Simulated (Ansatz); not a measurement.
Pt: energy along a strain

Pt, Fm-3m, a = 3.916 Å (as given, not relaxed at this level: 11.6 GPa). Ansatz: PBE, PAW, 420 eV, Γ-centred 20×20×20 mesh on 1 atom, Gaussian smearing 0.15 eV; no spin polarisation. Cell vectors (Å): 0.000 1.958 1.958; 1.958 0.000 1.958; 1.958 1.958 0.000. The cell is strained by x per cent times the pattern (0 0 0 0 0 1) in the order xx yy zz yz xz xy (engineering shears), with fractional coordinates held. y is the free energy over the start, V0 = 15.011 Å³/atom. Symmetry makes y even in x.

| x (%) | y (meV/atom) |
| --- | --- |
| -6.00 | 16.24 |
| -3.00 | 3.92 |
| 0.00 | 0.00 |
| 0.75 | 0.24 |
| 1.50 | 0.97 |
| 2.25 | 2.19 |
| 3.75 | ? |
| 4.50 | 8.95 |
| 5.25 | 12.30 |

Task: Fit y = c2 x² + c4 x⁴ to the other rows, get the stiffness along the pattern, and predict the missing energy.

Result: Least squares on the rows shown. y = 0.43019 x² + 0.00058149 x⁴. The clamped-ion stiffness p·C·p = 2 × 4.302 eV × 160.2 / 15.011 Å³ = 92 GPa, which is C66 in these axes (C44 of the cubic crystal) (second derivative at the start, which stands under stress). At x = 3.75 the fit asked for gives 6.16 meV/atom. The run gave 6.17 meV/atom, so the fit is 0.01 meV/atom too low, a small miss on the scale of the series.

Spin–orbit coupling is left out, which can shift energies with elements as heavy as these.